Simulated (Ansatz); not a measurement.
Runs of Ansatz 0.2.0 on HfC. The structure is cubic, space group Fm-3m (No. 225). Conventional cell: a = 4.650 Å, b = 4.650 Å, c = 4.650 Å, α = 90.00°, β = 90.00°, γ = 90.00°. Around Hf (site symmetry m-3m) lie 6 C at 2.33 Å. C (site symmetry m-3m) has 6 Hf at 2.33 Å as nearest neighbours. 

| task | potentials or basis | spin | cell | k mesh | cutoff (eV) | pressure (GPa) |
| --- | --- | --- | --- | --- | --- | --- |
| relaxation of cell and atoms | all-electron LAPW, scalar-relativistic | off | relaxed to 30 GPa | 10 × 10 × 10 | - | 30.0 |
| band structure | all-electron LAPW, relativistic spinors | SOC, no magnetisation | as given | 8 × 8 × 8 | 303 | (a) |
| relaxation of cell and atoms | all-electron LAPW, scalar-relativistic | off | relaxed to 10 GPa | 10 × 10 × 10 | - | 10.0 |
| relaxation of cell and atoms | all-electron LAPW, scalar-relativistic | off | relaxed to 5 GPa | 10 × 10 × 10 | - | 5.0 |
| band structure | all-electron LAPW, scalar-relativistic | off | as given | 8 × 8 × 8 | 302 | -6.5 |
| relaxation of cell and atoms | all-electron LAPW, scalar-relativistic | off | relaxed | 10 × 10 × 10 | - | 0.0 |
| relaxation of cell and atoms | all-electron LAPW, scalar-relativistic | off | relaxed to 20 GPa | 10 × 10 × 10 | - | 20.0 |

Alike in all rows: level PBEsol; smearing fermi-dirac 0.05 eV; basis error allowed 0.001 eV/atom.

Task: Fill in the values left out.

Result: (a) -7.1.

Caveats: the k mesh is thin for a metal, which can move the energy by tens of meV per atom (some runs).
